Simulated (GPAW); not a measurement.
Crystal: Bi.

```xyz
2
Lattice="3.4886 -3.1326 0.0000 3.4886 3.1326 0.0000 -1.2602 0.0000 3.1136" Properties=species:S:1:pos:R:3 pbc="T T T"
Bi    4.1738    0.0000    2.6695
Bi    1.5432    0.0000    0.4440
```

This isn't the form of Bi at room conditions, which is rhombohedral.

Base run:

```yaml
Program: GPAW 26.7.0
Functional: PBEsol
Potentials_or_basis: PAW data sets generated in the run's folder for this functional
Cutoff: 600 eV
Basis: pw
k_mesh: 4 × 4 × 6
Occupations: fermi-dirac, width 0.05 eV
Spin: no spin polarisation
```

Its results: pressure -2.6 GPa; largest force 0.131 eV/Å.

The run is repeated on the same cell with these changes: functional from PBEsol to LDA; potentials or basis from PAW data sets generated in the run's folder for this functional to the program's PAW data sets (release 1.2.1) made for this functional. What comes out?

Pressure -3.8 GPa; largest force 0.162 eV/Å.
